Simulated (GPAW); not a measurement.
## Collinear magnetic orders of free-standing square Cr monolayer, spacing 3.072 A with GPAW

A self-consistent run ends on one state, which hangs on the start. Several orders of free-standing square Cr monolayer, spacing 3.072 A are started in GPAW and their energies compared.

Program: GPAW 26.7.0. Level of theory: revPBE; plane waves with GPAW's PAW setups, scalar-relativistic. Results are calculated unless marked as measured.

## Step 1: Starting point

The cell holds 1 atom: 1 Cr. Cell: a = 3.072 Å, b = 3.072 Å, c = 14.000 Å, α = 90.0°, β = 90.0°, γ = 90.0°. model lattice. Vacuum lies along c.

## Step 2: Start 1: ferro +

Parallel moments need no larger cell; this start tests for a ferromagnetic state only.

Contents of order1.py:

```python
import json
import numpy as np
from ase import Atoms
from ase.parallel import paropen, parprint
from gpaw import GPAW

atoms = Atoms(['Cr'],
    cell=[[3.072, 0.0, 0.0],
         [0.0, 3.072, 0.0],
         [0.0, 0.0, 14.0]],
    scaled_positions=[[0.0, 0.0, 0.5]],
    pbc=True,
    magmoms=[2.5])
atoms.calc = GPAW(mode={'name': 'pw', 'ecut': 550},
    xc='revPBE',
    kpts={'size': (10, 10, 1), 'gamma': True},
    occupations={'name': 'fermi-dirac', 'width': 0.05},
    convergence={'density': 1e-05, 'energy': 1e-05},
    maxiter=200,
    symmetry={'tolerance': 1e-4},
    txt='order1.txt')
e = atoms.get_potential_energy(force_consistent=True)
res = {'free_energy': e, 'energy_sigma0': atoms.get_potential_energy(), 'fermi_energy': atoms.calc.get_fermi_level()}
res['moments'] = atoms.get_magnetic_moments().tolist()
res['total'] = atoms.get_magnetic_moment()
parprint('site moments (muB):', np.round(res['moments'], 3))
parprint(f"total moment: {res['total']:.3f} muB")
parprint(f'free energy: {e:.6f} eV')
atoms.calc.write('order1.gpw')
with paropen('results.json', 'w') as f:
    json.dump(res, f)
```

Run with:

```sh
$ OMP_NUM_THREADS=1 python3 order1.py > order1.log
```

The program printed:

```text
site moments (muB): [3.934]
total moment: 5.091 muB
free energy: -6.542548 eV

--- order1.txt ---
Input parameters:
  mode=PW(ecut=550),
  convergence={'density': 1e-05, 'energy': 1e-05},
  kpts=MonkhorstPack(size=(10, 10, 1), gamma=True),
  maxiter=200,
  occupations=Occupations(name='fermi-dirac', width=0.05),
  symmetry=Symmetry(tolerance=0.0001),
  xc=XC(name='revPBE')

Diagonalizing LCAO Hamiltonian
Converting LCAO to pw mode
   .-------.
  /|       |
 * |       |
 | |       |
 | |       |
 | |       |
 | |       |
 | |       |
 | |       |
 | |       |
 Cr|       |
 | |       |
 | |       |
 | |       |
 | |       |
 | |       |
 | |       |
 | .-------.
 |/       /
 *-------*

Atoms  # Å, Bohr magnetons
|   | symbol |        x |        y |        z |    initial magnetic moments |
|---|--------|----------|----------|----------|-----------------------------|
| 0 |     Cr | 0.000000 | 0.000000 | 7.000000 | ( 0.0000,  0.0000,  2.5000) |

Unit cell  # Å
| periodic |        x |        y |         z |   lengths |    angles |
|----------|----------|----------|-----------|-----------|-----------|
|      yes | 3.072000 | 0.000000 |  0.000000 |  3.072000 | 90.000000 |
|      yes | 0.000000 | 3.072000 |  0.000000 |  3.072000 | 90.000000 |
|      yes | 0.000000 | 0.000000 | 14.000000 | 14.000000 | 90.000000 |

Number of symmetries: 16

BZ-sampling:
  Number of BZ points: 100
  Number of IBZ points: 21

  Monkhorst-Pack size: [10, 10, 1]
  Monkhorst-Pack shift: [0.05, 0.05, 0.0]

K-points  # in reciprocal-cell coordinates
|     |                                coordinates |     weight |
|-----|--------------------------------------------|------------|
|   0 | (  0.00000000,   0.00000000,   0.00000000) | 0.01000000 |
|   1 | (  0.10000000,   0.00000000,   0.00000000) | 0.04000000 |
|   2 | (  0.10000000,   0.10000000,   0.00000000) | 0.04000000 |
|   3 | (  0.20000000,   0.00000000,   0.00000000) | 0.04000000 |
|   4 | (  0.20000000,   0.10000000,   0.00000000) | 0.08000000 |
|   5 | (  0.20000000,   0.20000000,   0.00000000) | 0.04000000 |
|   6 | (  0.30000000,   0.00000000,   0.00000000) | 0.04000000 |
|   7 | (  0.30000000,   0.10000000,   0.00000000) | 0.08000000 |
|   8 | (  0.30000000,   0.20000000,   0.00000000) | 0.08000000 |
|   9 | (  0.30000000,   0.30000000,   0.00000000) | 0.04000000 |
| ... |                                            |            |
|  20 | (  0.50000000,   0.50000000,   0.00000000) | 0.01000000 |

Plane wave coefficients: 3928
Cutoff: 550.0 eV

Spin-components: 2 (collinear spins)
Bands:           9
Projectors:      6
Spin-degeneracy: 1
Datatype:        complex128

Parallelization:
  kpt:    1
  domain: 1
  band:   1

Density:
  Valence electrons: 6.0
  Components: 2
  Grid points: [18 18 80]
  Charge: 0.0  # |e|

Potential:
  Grid points: [18 18 80]

species:
  Cr:
    name:    Chromium
    Z:       24.0
    valence: 6
    core:    18
    charge:  0.0  # [|e|]
    compensation charges:
      type: gauss
      rc: 0.35  # [Å]
      lmax: 2
    cutoffs:
      filter: 2.14  # [Å]
      core: 3.04  # [Å]
    projectors
    | kind |    occ | energy [eV] | rcut [Å] |
    |------|--------|-------------|----------|
    |   4s |  1.000 |      -3.933 |    1.164 |
    |   4p |  0.000 |      -0.966 |    1.217 |
    |   3d |  5.000 |      -2.850 |    1.111 |
    |    s |        |      23.278 |    1.164 |
    |    p |        |      26.245 |    1.217 |
    |    d |        |      24.362 |    1.111 |

    Using partial waves for Cr as LCAO basis

Reference energy: -28585.999204  # eV

eigensolver:
  PPCG
  Converge bands: occupied
  niter=2

density mixing:
  MSR1-Mixer
  Pratt-step length: 0.05
  Maximum mixing coefficient: 0.75
  Old densities: 10
  SVD Regularization: 0.005
  Good broyden scale: 1.0
  Trust region scale: 1.0
  Backstep threshold: 4.0
  History deletion threshold: 6.0
  Fourier metric: weight=20.0, sigma=0.015

occupation numbers:
  Fermi-Dirac:
    width: 0.0500  # eV

poisson solver:
  ecut: 4400.0  # eV

xc functional:
  name: revPBE with 2 nearest neighbor stencil

convergence criteria:
- Maximum integral of absolute [dens]ity change: 1e-05 electrons / valence electron
- Maximum [total energy] change in last 3 cyles: 1e-05 eV / valence electron
- Maximum integral of absolute [eigenst]ate change: 4e-08 eV^2 / valence electron
maximum number of iterations: 200

SCF iterations
|iter     |      energy | eigst |  dens |  magmom |
|---------|-------------|-------|-------|---------|
|iter:   1|       0s |   -6.369474 | +0.20 |       |  +2.4959|
|iter:   2|       2s |   -6.054074 | -1.62 | -0.17 |  +2.6071|
|iter:   3|       5s |   -6.428735 | -0.92 | -0.22 |  +4.0717|
|iter:   4|       7s |   -6.535798 | -1.61 | -0.63 |  +5.0456|
|iter:   5|       9s |   -6.535983 | -2.56 | -1.44 |  +5.0714|
|iter:   6|      12s |   -6.539266 | -3.20 | -1.61 |  +5.0407|
|iter:   7|      14s |   -6.540032 | -3.69 | -2.08 |  +5.0821|
|iter:   8|      16s |   -6.540139 | -4.33 | -2.70 |  +5.0889|
|iter:   9|      18s |   -6.540156 | -4.88 | -3.22 |  +5.0897|
|iter:  10|      20s |   -6.540163c| -5.51 | -3.74 |  +5.0902|
|iter:  11|      22s |   -6.540165c| -6.04 | -4.12 |  +5.0905|
|iter:  12|      24s |   -6.540165c| -6.44 | -4.70 |  +5.0905|
|iter:  13|      26s |   -6.540165c| -6.92 | -5.25c|  +5.0905|
|iter:  14|      28s |   -6.540166c| -7.38 | -5.38c|  +5.0905|
|iter:  15|      29s |   -6.540166c| -7.72c| -5.79c|  +5.0905|

Converged in 15 steps
Energy contributions relative to reference atoms: (reference = -28585.999204)

Energy contributions:
  Kinetic:           2.523181
  Coulomb:          -3.462523
  Zero:             -0.004092
  External:          0.000000
  Xc:               -5.594349
  Entropy:          -0.004764
  Spinorbit:         0.000000
  ----------------------------
  Free energy:      -6.542548
  Extrapolated:     -6.540166

dipole moment: (-7.227250, -7.227250, 0.000076)  # |e|*Ang

Total magnetic moment: (0.000000, 0.000000, 5.090547)

Local magnetic moments
|        x |        y |        z |
|----------|----------|----------|
| 0.000000 | 0.000000 | 3.933974 |  # Cr   0

Fermi level: -2.266
Eigenvalues  # (at kpt = [0.000, 0.000, 0.000])
| band index |      eig [eV] | occ [0-1] |      eig [eV] | occ [0-1] |
|------------|---------------|-----------|---------------|-----------|
|          0 |        -6.490 |     1.000 |        -4.663 |     1.000 |
|          1 |        -4.127 |     1.000 |        -0.690 |     0.000 |
|          2 |        -3.386 |     1.000 |        -0.619 |     0.000 |
|          3 |        -2.601 |     0.999 |        -0.080 |     0.000 |
|          4 |        -2.601 |     0.999 |         1.429 |     0.000 |
|          5 |        -2.371 |     0.891 |         1.431 |     0.000 |
|          6 |        -1.892 |     0.001 |         1.431 |     0.000 |
|          7 |         1.006 |     0.000 |         1.706 |     0.000 |
|          8 |         2.051 |     0.000 |         2.487 |     0.000 |

No gap
No difference between direct/indirect transitions
```

Run time: 36 s. Hardware: 1 MPI rank of Intel Xeon Platinum 8259CL at 2.50GHz (Skylake/Cascade Lake), shared host; peak memory 0.22 GiB.

This step gave:

* magnetization: 5.091 μB
* final state: ferromagnetic
* largest moment: 3.934 μB

After 15 cycles the largest moment stands at 3.93 μB.

## Step 3: Start 2: antiferro q=(1/2,1/2,0) +-

An opposed order shows whether the pairs that it reverses prefer unlike signs.

This order needs a doubled cell of 2 atoms. Its mesh is chosen so that both cells sample the same points.

Contents of order2.py:

```python
import json
import numpy as np
from ase import Atoms
from ase.parallel import paropen, parprint
from gpaw import GPAW

atoms = Atoms(['Cr', 'Cr'],
    cell=[[6.144, 0.0, 0.0],
         [3.072, 3.072, 0.0],
         [0.0, 0.0, 14.0]],
    scaled_positions=[[0.0, 0.0, 0.5],
         [0.5, 0.0, 0.5]],
    pbc=True,
    magmoms=[2.5, -2.5])
atoms.calc = GPAW(mode={'name': 'pw', 'ecut': 550},
    xc='revPBE',
    kpts={'size': (5, 10, 1), 'gamma': True},
    occupations={'name': 'fermi-dirac', 'width': 0.05},
    convergence={'density': 1e-05, 'energy': 1e-05},
    maxiter=200,
    symmetry={'tolerance': 1e-4},
    txt='order2.txt')
e = atoms.get_potential_energy(force_consistent=True)
res = {'free_energy': e, 'energy_sigma0': atoms.get_potential_energy(), 'fermi_energy': atoms.calc.get_fermi_level()}
res['moments'] = atoms.get_magnetic_moments().tolist()
res['total'] = atoms.get_magnetic_moment()
parprint('site moments (muB):', np.round(res['moments'], 3))
parprint(f"total moment: {res['total']:.3f} muB")
parprint(f'free energy: {e:.6f} eV')
atoms.calc.write('order2.gpw')
with paropen('results.json', 'w') as f:
    json.dump(res, f)
```

Run with:

```sh
$ OMP_NUM_THREADS=1 python3 order2.py > order2.log
```

The program printed:

```text
UserWarning: Initial realspace grid (35,24,80) inconsistent with symmetries.
UserWarning: Using symmetrized grid: (35,35,80).

site moments (muB): [ 3.813 -3.813]
total moment: -0.000 muB
free energy: -13.598713 eV

--- order2.txt ---
Input parameters:
  mode=PW(ecut=550),
  convergence={'density': 1e-05, 'energy': 1e-05},
  kpts=MonkhorstPack(size=(5, 10, 1), gamma=True),
  maxiter=200,
  occupations=Occupations(name='fermi-dirac', width=0.05),
  symmetry=Symmetry(tolerance=0.0001),
  xc=XC(name='revPBE')

Diagonalizing LCAO Hamiltonian
Converting LCAO to pw mode

       Cr     Cr

Atoms  # Å, Bohr magnetons
|   | symbol |        x |        y |        z |    initial magnetic moments |
|---|--------|----------|----------|----------|-----------------------------|
| 0 |     Cr | 0.000000 | 0.000000 | 7.000000 | ( 0.0000,  0.0000,  2.5000) |
| 1 |     Cr | 3.072000 | 0.000000 | 7.000000 | ( 0.0000,  0.0000, -2.5000) |

Unit cell  # Å
| periodic |        x |        y |         z |   lengths |    angles |
|----------|----------|----------|-----------|-----------|-----------|
|      yes | 6.144000 | 0.000000 |  0.000000 |  6.144000 | 90.000000 |
|      yes | 3.072000 | 3.072000 |  0.000000 |  4.344464 | 90.000000 |
|      yes | 0.000000 | 0.000000 | 14.000000 | 14.000000 | 45.000000 |

Number of symmetries: 8

BZ-sampling:
  Number of BZ points: 50
  Number of IBZ points: 18

  Monkhorst-Pack size: [5, 10, 1]
  Monkhorst-Pack shift: [0.0, 0.05, 0.0]

Plane wave coefficients: 7817
Cutoff: 550.0 eV

Spin-components: 2 (collinear spins)
Bands:           12
Projectors:      12
Spin-degeneracy: 1
Datatype:        complex128

Parallelization:
  kpt:    1
  domain: 1
  band:   1

Density:
  Valence electrons: 12.0
  Components: 2
  Grid points: [35 35 80]
  Charge: 0.0  # |e|

Potential:
  Grid points: [35 35 80]

[... setups left out ...]
Reference energy: -57171.998407  # eV

eigensolver:
  PPCG
  Converge bands: occupied
  niter=2

density mixing:
  MSR1-Mixer
  Pratt-step length: 0.05
  Maximum mixing coefficient: 0.75
  Old densities: 10
  SVD Regularization: 0.005
  Good broyden scale: 1.0
  Trust region scale: 1.0
  Backstep threshold: 4.0
  History deletion threshold: 6.0
  Fourier metric: weight=20.0, sigma=0.015

occupation numbers:
  Fermi-Dirac:
    width: 0.0500  # eV

poisson solver:
  ecut: 4400.0  # eV

xc functional:
  name: revPBE with 2 nearest neighbor stencil

convergence criteria:
- Maximum integral of absolute [dens]ity change: 1e-05 electrons / valence electron
- Maximum [total energy] change in last 3 cyles: 1e-05 eV / valence electron
- Maximum integral of absolute [eigenst]ate change: 4e-08 eV^2 / valence electron
maximum number of iterations: 200

SCF iterations
|iter     |      energy | eigst |  dens |  magmom |
|---------|-------------|-------|-------|---------|
|iter:   1|       0s |  -13.240522 | +0.26 |       |  +0.0000|
|iter:   2|       9s |  -12.794118 | -1.33 | -0.21 |  +0.0000|
|iter:   3|      18s |  -13.307445 | -0.41 | -0.25 |  +0.0000|
|iter:   4|      27s |  -13.582436 | -1.10 | -0.68 |  +0.0001|
|iter:   5|      36s |  -13.587657 | -2.07 | -1.45 |  -0.0007|
|iter:   6|      45s |  -13.592046 | -2.66 | -1.86 |  +0.0055|
|iter:   7|      55s |  -13.589300 | -2.99 | -1.71 |  -0.0001|
|iter:   8|      64s |  -13.590215 | -3.54 | -2.16 |  +0.0002|
|iter:   9|      73s |  -13.590315 | -4.19 | -2.74 |  +0.0001|
|iter:  10|      82s |  -13.590335c| -4.89 | -3.05 |  +0.0001|
|iter:  11|      91s |  -13.590334c| -5.44 | -3.63 |  +0.0000|
|iter:  12|     101s |  -13.590334c| -5.96 | -4.15 |  -0.0000|
|iter:  13|     110s |  -13.590333c| -6.42 | -4.37 |  -0.0000|
|iter:  14|     119s |  -13.590334c| -6.91 | -5.07c|  -0.0000|
|iter:  15|     128s |  -13.590334c| -7.34 | -5.21c|  +0.0000|
|iter:  16|     134s |  -13.590333c| -7.59c| -5.64c|  -0.0000|

Converged in 16 steps
Energy contributions relative to reference atoms: (reference = -57171.998407)

Energy contributions:
  Kinetic:          -1.470198
  Coulomb:          -1.811394
  Zero:              0.007417
  External:          0.000000
  Xc:              -10.307779
  Entropy:          -0.016760
  Spinorbit:         0.000000
  ----------------------------
  Free energy:     -13.598713
  Extrapolated:    -13.590333

dipole moment: (-28.944736, -14.472385, 0.000152)  # |e|*Ang

Total magnetic moment: (0.000000, 0.000000, -0.000000)

Local magnetic moments
|        x |        y |         z |
|----------|----------|-----------|
| 0.000000 | 0.000000 |  3.813185 |  # Cr   0
| 0.000000 | 0.000000 | -3.813185 |  # Cr   1

Fermi level: -2.666
Eigenvalues  # (at kpt = [0.000, 0.000, 0.000])
| band index |      eig [eV] | occ [0-1] |      eig [eV] | occ [0-1] |
|------------|---------------|-----------|---------------|-----------|
|          0 |        -5.594 |     1.000 |        -5.594 |     1.000 |
|          1 |        -3.541 |     1.000 |        -3.541 |     1.000 |
|          2 |        -3.301 |     1.000 |        -3.301 |     1.000 |
|          3 |        -3.038 |     0.999 |        -3.038 |     0.999 |
|          4 |        -2.977 |     0.998 |        -2.977 |     0.998 |
|          5 |        -2.977 |     0.998 |        -2.977 |     0.998 |
|          6 |        -1.328 |     0.000 |        -1.328 |     0.000 |
|          7 |         0.377 |     0.000 |         0.377 |     0.000 |
|          8 |         0.444 |     0.000 |         0.444 |     0.000 |
|          9 |         0.929 |     0.000 |         0.929 |     0.000 |
|         10 |         0.929 |     0.000 |         0.929 |     0.000 |
|         11 |         1.084 |     0.000 |         1.084 |     0.000 |

Gap: 0.013 eV
Transition (v -> c):
  (s=0, k=5, n=5, [0.00, 0.50, 0.00]) -> (s=1, k=17, n=6, [0.40, 0.50, 0.00])
Direct/indirect transitions are different
Direct gap: 0.201 eV
Transition at: (s=0->1, k=17, n=5, [0.40, 0.50, 0.00])
```

It took 2.5 min on 1 MPI rank; peak memory 0.44 GiB.

This step gave:

* magnetization: 0 μB
* final state: antiferromagnetic
* largest moment: 3.813 μB

It lies 257 meV a seeded atom under the first start, and its largest moment is 3.81 μB against 3.93 μB.

(Continued in part 2 of 2.)

[Logs and program files are shortened in this print: banners, set-up blocks, solver, clock and traceback lines can be left out without a mark of their own.]

[Logs are printed without paths, hosts, clocks, repeated set-up lines and the standing remarks that a program may print on its own settings, such as how far it seeks lower states.]

[Hosts, paths, dates, database ids (printed as entryN), source tags and the programs' standing remarks are cut or masked in the printed files.]

[Where a cell is said to come from a database of computed structures, the database is the Materials Project.]
